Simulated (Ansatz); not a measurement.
# TaN (Fm-3m) in Ansatz: further runs, part 2 of 2

Ansatz 0.2.0. Earlier steps stand in the parts before.

## (4) Projected density of states, r2SCAN+U

Input file input.yaml:

```yaml
crystal:
  lattice:
    - [0.0, 2.211323, 2.211323]
    - [2.211323, 0.0, 2.211323]
    - [2.211323, 2.211323, 0.0]
  atoms:
    - { symbol: Ta, position: [0.5, 0.5, 0.5] }
    - { symbol: "N", position: [0.0, 0.0, 0.0] }
hamiltonian:
  xc: r2scan
  pseudopotentials: { kind: paw }
  hubbard: { sites: [{ species: Ta, l: d, u_eff: 3.0 }] }
kpoints:
  mp_grid: { grid: [10, 10, 10] }
scf:
  occupations: { method: fermi_dirac, width: 0.05 }
  n_extra_bands: 6
output:
  forces: true
  stress: true
  eigenvalues: true
  dos: { projected: true, de: 0.05, nscf_kmesh: { grid: [15, 15, 15] } }
  write_density: true
  write_potential: true
  elf: true
  volumetric_format: npy
```

Potentials or basis: Ansatz PAW.

Launch:

```sh
> ansatz run input.yaml --threads 2 --pin off --max-ram 5632MiB --backend cpu --events-out ev --progress --plain --runs-dir out
```

The program printed:

```text
Warning: RAYON_NUM_THREADS=2 ignored (pool sized by the plan → 2); use --threads N
Ta: projections on atomic orbitals take those of the free atom [Kr 4d10 4f14] 5s2 5p6 5d3 6s2, of charge +0.00 (hamiltonian.pseudopotentials.projection_atoms); the dataset's partial waves leave at most 6.0e-5 of an orbital's norm unspanned inside its sphere
N: projections on atomic orbitals take those of the free atom [He] 2s2 2p3, of charge +0.00 (hamiltonian.pseudopotentials.projection_atoms); the dataset's partial waves leave at most 9.3e-9 of an orbital's norm unspanned inside its sphere
scf.n_extra_bands = 6 over 9 filled bands (N_el = 18.0): the run solves 15 bands
Engine: ansatz 0.2.0, aarch64-unknown-linux-gnu
Pseudopotentials: kind: paw
Pseudopotential: Ta, paw, valence charge 13, recommended cutoff 500 eV (meta_gga), Ta.paw.azcp
Pseudopotential: N, paw, valence charge 5, recommended cutoff 500 eV (meta_gga), N.paw.azcp
Functional definition: r2SCAN
  parameter k0 = 0.174
  parameter k1 = 0.065
  parameter a1 = 4.9479
  exchange = r2scan_x(k0 = k0, k1 = k1, a1 = a1)
  correlation = r2scan_c
Crystal: 2 atoms, lattice volume = 21.627 Å³
Basis set: ecut = 500 eV, 537 PW (Γ), exchange–correlation on 96×96×96 points (64 copies of the dense FFT grid, shifted against one another)
Bands: 15, of which v1, the nominal top of the filled ones, is band 9 counted from 1 (8 counted from 0)
Symmetry: 48 space group operations
Space group: Fm-3m (ITA 225), of the structure as read, at distance tolerance 2.8e-5 Å
k-points: 47 of 1000
Non-local potential: Ta, projectors of the file, l = 0: 3, l = 1: 2, l = 2: 2, l = 3: 1
Non-local potential: N, projectors of the file, l = 0: 2, l = 1: 2, l = 2: 1
PAW form: soft (Blöchl's): semilocal exchange-correlation on the pseudo side does not see the compensation charge
[... 23 lines left out ...]
E sigma→0 (E₀):  -10327.615132 eV
Entropy (-TS):   -0.005434 eV (-2.717 meV/atom)
Fermi energy:    21.558726 eV
--- Per-component energies (eV) ---
  E_band       = -65.412866
  E_kinetic    = 501.821908
  E_local      = -595.306047  (includes V_loc(G=0)·N_el)
  E_nonlocal   = 59.317793
  E_hartree    = 200.060729
  E_xc         = -265.522670
  E_vxc        = -308.271679  (∫ρ·V_xc dr)
  E_hubbard    = 3.427385  (on-site DFT+U / exact-exchange correction)
  E_vhub       = 1.290209  (the Hubbard potential's part of the band-sum identity)
  E_paw        = -8552.005617  (= ΣΔE_a)
  E_vpaw       = -140.297556  (= ΣTr[D̂ρ^β])
  E_aug_tail   = 0.000065  (compensation charges beyond the density's cutoff)
  E_vtau       = 15.911290  (kinetic-family band-sum trace: ∫τ·v_τ [+ j·A + Jᵃ·Aᵃ] dr)
  E_ewald      = -1678.620117
  E_core_change = -0.785845  (= ΣΔE_core)
  E_smearing   = -0.005434  (= −TS)
  E_closure    = 0.000000  (closes the sum)
  Σ components = -10327.617848   (vs F -10327.617848, Δ=0.00e0)
--- Forces (eV/Å), atoms counted from 1 ---
  atom   1  Ta     0.00000000    -0.00000000    -0.00000000
  atom   2  N     -0.00000000     0.00000000    -0.00000000
  max |Σ_I F_I| component: 3.01e-29 eV/Å
--- Stress (GPa, compression-positive) ---
       -3.396871       0.000000       0.000000
        0.000000      -3.396871       0.000000
       -0.000000      -0.000000      -3.396871
  P = ⅓ Tr σ = -3.3969 GPa (-33.969 kbar)
--- Band table (eV; the first three rows and the last of 47) ---
  k-point 0: bands = ["-50.2834", "-15.8578", "-15.8578", "-15.8578", "1.6430", "17.4296", "17.4296", "17.4296", "19.4255", "19.4255", "19.4255", "22.1453", "22.1453", "23.0393", "31.0403"]
  k-point 1: bands = ["-50.2781", "-15.9409", "-15.8652", "-15.8652", "1.8747", "16.3305", "16.7701", "16.7701", "19.7869", "19.7869", "19.8329", "22.9749", "22.9749", "23.7743", "31.7564"]
  k-point 2: bands = ["-50.2637", "-16.1530", "-15.8845", "-15.8845", "2.5078", "14.4653", "15.6424", "15.6424", "20.3782", "20.6128", "20.6128", "24.7905", "24.7905", "25.3063", "33.3825"]
  k-point 46: bands = ["-50.2087", "-16.4016", "-16.2724", "-16.1424", "3.6371", "14.1200", "14.3353", "14.5231", "20.1737", "22.4456", "24.9717", "25.6873", "26.5267", "31.3727", "32.6812"]
Occupation matrices written to <dir>
```

dos.tsv:

```text
# E-E_F[eV]	g_bin_mean(E)[states/eV]	N(E)
# format = ansatz-dos/2
# fermi_ev = 21.531623
# fermi_mp_grid = 15 15 15
# fermi_mp_shift = 0 0 0
# nscf_kmesh_grid = 15 15 15
# nscf_kmesh_shift = 0 0 0
# tetrahedron_fermi_ev = 21.529961
# g_bin_mean(E): the states in a bin one row spacing wide, centred on E, divided by that spacing. States that the method places at a single energy (under output.dos.method: tetrahedron, those of a tetrahedron whose four corners have one energy) are counted whole in the row whose bin holds that energy (on the edge of two bins, in the lower row). The sum of g_bin_mean over a run of rows, times the row spacing, is the number of states from half a spacing under the first of them to half a spacing over the last (a plain sum, not the trapezoid rule).
-72.315020	0.000000e0	0.000000e0
-72.265020	0.000000e0	0.000000e0
-72.215020	0.000000e0	0.000000e0
-72.165020	0.000000e0	0.000000e0
-72.115020	0.000000e0	0.000000e0
-72.065020	0.000000e0	0.000000e0
[... 1747 lines left out ...]
15.334980	0.000000e0	3.000000e1
15.384980	0.000000e0	3.000000e1
```

rho_z.tsv:

```text
# z_ang	rho[e/angstrom^3]
# format = ansatz-planar-average/11
# lattice	0.000000000	2.211323000	2.211323000
# lattice	2.211323000	0.000000000	2.211323000
# lattice	2.211323000	2.211323000	0.000000000
# sites	2
# site	73	2.211323000	2.211323000	2.211323000
# site	7	0.000000000	0.000000000	0.000000000
0.000000	7.502497e-1
0.130303	7.405732e-1
0.260607	7.116332e-1
0.390910	6.709497e-1
0.521214	6.406048e-1
0.651517	6.471023e-1
[... 16 lines left out ...]
2.866676	7.116332e-1
2.996980	7.405732e-1
```

Wall time 3.1 s (2 threads of Arm Neoverse V2, shared host); peak memory 0.37 GiB.

What came out:

* Free energy: -10327.6178 eV
* Pressure: -3.4 GPa
* Band gap on the k mesh: none (metal or under the smearing width)
* Density of states at the Fermi level: 0.69 states/eV per cell

Levels at points of the mesh, in eV from the Fermi level:
```
             k point  band 6  band 7  band 8  band 9  band 10  band 11  band 12  band 13
  (0.00, 0.00, 0.00)   -4.13   -4.13   -4.13   -2.13    -2.13    -2.13     0.59     0.59
 (0.00, 0.00, -0.50)  -10.72   -7.70   -7.70    1.84     1.84     1.96     3.80     7.88
(0.00, -0.50, -0.50)   -7.15   -5.50   -5.01   -5.01     2.61     3.40     3.40     4.73
```

States per cell in windows of 0.5 eV (zero at the Fermi level; states under -8 eV left out):
```tsv
from (eV)	total	Ta 5d	N 2p	Ta 6s	N 2s	Ta 5p
-8.0	0.33	0.09	0.21	0.02	0.01	0.01
-7.5	1.60	0.51	1.03	0.01	0.01	0.03
-7.0	1.16	0.39	0.73	0.00	0.01	0.02
-6.5	0.63	0.21	0.41	0.00	0.00	0.01
-6.0	0.43	0.13	0.30	0.00	0.00	0.01
-5.5	0.23	0.05	0.18	0.00	0.00	0.00
-5.0	0.07	0.02	0.05	0.00	0.00	0.00
-4.5	0.06	0.03	0.03	0.00	0.00	0.00
-4.0	0.09	0.06	0.03	0.00	0.00	0.00
-3.5	0.12	0.09	0.04	0.00	0.00	0.00
-3.0	0.17	0.12	0.04	0.00	0.00	0.00
-2.5	0.22	0.16	0.05	0.00	0.00	0.00
-2.0	0.27	0.21	0.05	0.00	0.00	0.00
-1.5	0.31	0.24	0.06	0.00	0.00	0.00
-1.0	0.36	0.28	0.07	0.01	0.00	0.00
-0.5	0.38	0.29	0.06	0.01	0.00	0.00
0.0	0.39	0.31	0.06	0.01	0.00	0.00
0.5	0.46	0.37	0.07	0.01	0.00	0.00
1.0	0.60	0.50	0.07	0.01	0.01	0.00
1.5	0.94	0.78	0.12	0.02	0.01	0.00
2.0	0.93	0.77	0.11	0.02	0.02	0.00
2.5	0.81	0.68	0.07	0.02	0.03	0.00
3.0	0.75	0.62	0.06	0.03	0.04	0.00
3.5	0.40	0.25	0.05	0.04	0.05	0.00
4.0	0.52	0.29	0.06	0.06	0.08	0.00
4.5	0.65	0.30	0.09	0.07	0.10	0.00
5.0	0.64	0.32	0.09	0.06	0.08	0.00
5.5	0.35	0.18	0.07	0.04	0.02	0.00
6.0	0.33	0.16	0.08	0.03	0.01	0.00
6.5	0.32	0.15	0.08	0.02	0.00	0.00
7.0	0.32	0.15	0.09	0.04	0.00	0.00
7.5	0.40	0.16	0.10	0.08	0.00	0.00
```

Eigenvalues of the final occupation matrices:
```tsv
site	spin	trace	eigenvalues
site 1	1	1.85	0.29 0.29 0.43 0.43 0.43
```

Caveat: U without spin polarisation on a metal has little footing; the PAW data sets come from PBE, with cores solved anew for the run's functional, which leaves a small shift of forces and pressure; the density of states is complete only up to the lowest level of the last band computed.

## (5) Overview

```tsv
U	gap on the mesh (eV)	pressure (GPa)
Ta d U = 1 eV	none	-5.3
Ta d U = 2 eV	none	-4.4
Ta d U = 3 eV	none	-3.4
```

Alike in all rows: task projected density of states; level r2SCAN+U; potentials or basis Ansatz PAW; no spin polarisation; cell as given; k mesh 10 × 10 × 10; cutoff (eV) 500; smearing fermi-dirac 0.05 eV.

Every run on the cell as given and a fine mesh finds a metal.

Caveats: U without spin polarisation on a metal has little footing; the PAW data sets come from PBE, with cores solved anew for the run's functional, which leaves a small shift of forces and pressure; the density of states is complete only up to the lowest level of the last band computed.

Absolute energies hang on the potentials; compare differences alone.
